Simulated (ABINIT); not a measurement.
Crystal: TiO2.

```
Ti O
1.0
     4.59984    0.00000    0.00000
     0.00000    4.59984    0.00000
     0.00000    0.00000    2.95921
Ti O
2 4
Direct
  0.00000 0.00000 0.50000
  0.50000 0.50000 0.00000
  0.30432 0.30432 0.50000
  0.19568 0.80432 0.00000
  0.80432 0.19568 0.00000
  0.69568 0.69568 0.50000
```

The cell is a database's computed one.

* Program: ABINIT 10.8.3 (patched build)
* Task: relaxation of cell and atoms
* Functional: PBE
* Potentials or basis: PseudoDojo NC SR PBE v0.4.1 standard
* Cutoff: 1143 eV
* k mesh: 4 × 4 × 7
* Occupations: fermi-dirac, width 0.05 eV
* Spin: no spin polarisation

At the start: pressure 3.7 GPa; volume 10.44 Å³/atom.

Problem. How do energy, volume and symmetry change on relaxing?

Solution. Over 10 steps the energy falls by 2.3 meV/atom and the volume is 10.63 Å³/atom (+1.8 %); space group P4_2/mnm (No. 136, to 0.05 Å).

Step by step:
```
step  energy change (eV)  largest force (eV/Å)  pressure (GPa)  volume (Å³)
   1              0.0000                0.0197            3.69        62.61
   2             -0.0106                0.0674            1.04        63.32
   3             -0.0125                0.0722           -0.03        63.65
   4             -0.0131                0.0569           -0.26        63.75
   5             -0.0136                0.0233           -0.19        63.79
   6             -0.0137                0.0106           -0.05        63.76
   7             -0.0137                0.0056            0.01        63.75
   8             -0.0137                0.0021            0.03        63.74
   9             -0.0137                0.0001            0.02        63.75
  10             -0.0137                0.0001            0.00        63.75
```

Final structure:
```yaml
crystal:
  lattice:
    - [4.63845, 0.00000, 0.00000]
    - [0.00000, 4.63845, 0.00000]
    - [0.00000, 0.00000, 2.96303]
  atoms:
    - { symbol: Ti, position: [0.00000, 0.00000, 0.50000] }
    - { symbol: Ti, position: [0.50000, 0.50000, 0.00000] }
    - { symbol: O, position: [0.30516, 0.30516, 0.50000] }
    - { symbol: O, position: [0.19484, 0.80516, 0.00000] }
    - { symbol: O, position: [0.80516, 0.19484, 0.00000] }
    - { symbol: O, position: [0.69484, 0.69484, 0.50000] }
```
